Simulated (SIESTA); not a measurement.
Runs of SIESTA 5.4.2 on FeO (Wuestite). Symmetry: Fm-3m, No. 225, cubic system. The conventional cell has a = 4.311 Å, b = 4.311 Å, c = 4.311 Å, α = 90.00°, β = 90.00°, γ = 90.00°. Around Fe (site symmetry m-3m) lie 6 O at 2.16 Å. Around O (site symmetry m-3m) lie 6 Fe at 2.16 Å. 

```tsv
task	level	potentials or basis	spin	U	fixed moment (μB)	cell	k mesh	optimiser	force tolerance	stress tolerance (GPa)	hubbard projector method	U from the first cycle	grid cutoff	energy shift	other keys	gap on the mesh (eV)	pressure (GPa)	moment (μB)
single point	PBE	PseudoDojo 0.4 standard (PBE files), DZP (energy shift 0.002 Ry)	collinear, ferromagnetic start	-	-	atoms moved at random, drawn with an rms of 0.05 Å	11 × 11 × 11	-	-	-	-	-	800 Ry	0.002 Ry	-	none	0.9	4.00
single point	PBE	PseudoDojo 0.4 standard (PBE files), DZP (energy shift 0.002 Ry)	collinear, ferromagnetic start	-	-	as given	11 × 11 × 11	-	-	-	-	-	800 Ry	0.002 Ry	-	none	0.3	4.00
relaxation of cell and atoms	RPBE	Ansatz (PBE files), DZ (energy shift 0.002 Ry)	collinear, ferromagnetic start	-	3.0	relaxed	8 × 8 × 8	Broyden	0.01 eV/Å	0.05	-	-	1200 Ry	0.002 Ry	-	-	0.0	3.00
atomic charges	RPBE+U	PseudoDojo 0.4 standard (PBE files), DZP (energy shift 0.0005 Ry)	collinear, zero start	Fe d U = 4.5 eV	-	as given	11 × 11 × 11	-	-	-	2	yes	800 Ry	0.0005 Ry	diag = QR; dm_tol = 0.0001; h_tol = 0.1; shift = 0.0005	2.56	(a)	0.00
Born charges	RPBE	Ansatz (PBE files), DZ (energy shift 0.002 Ry)	collinear, ferromagnetic start	-	3.0	relaxed by the run before	8 × 8 × 8	-	-	-	-	-	1200 Ry	0.002 Ry	-	-	-	3.00
```

Alike in all rows: smearing fermi-dirac 0.05 eV.

**Question.** Fill in the values left out.

**Answer.** (a) -10.4.

Caveats: semicore shells carry a single zeta, which can move pressures by several GPa and volumes by a few percent; the basis of atomic orbitals isn't converged, which shifts pressures, moduli and gaps; a cell with one magnetic atom can't hold antiferromagnetic order, which such compounds often take (some runs); the potentials were made for another functional, which shifts forces and pressure (some runs); semilocal functionals often make such compounds metallic where correlation or magnetic order opens a gap, which also shifts bond lengths (some runs); the basis has no polarisation orbitals (some runs); the total moment is fixed, so each spin has its own Fermi level (some runs).

A k mesh can miss the band edges.

A gap of «none» marks a metal or a gap under the smearing width.
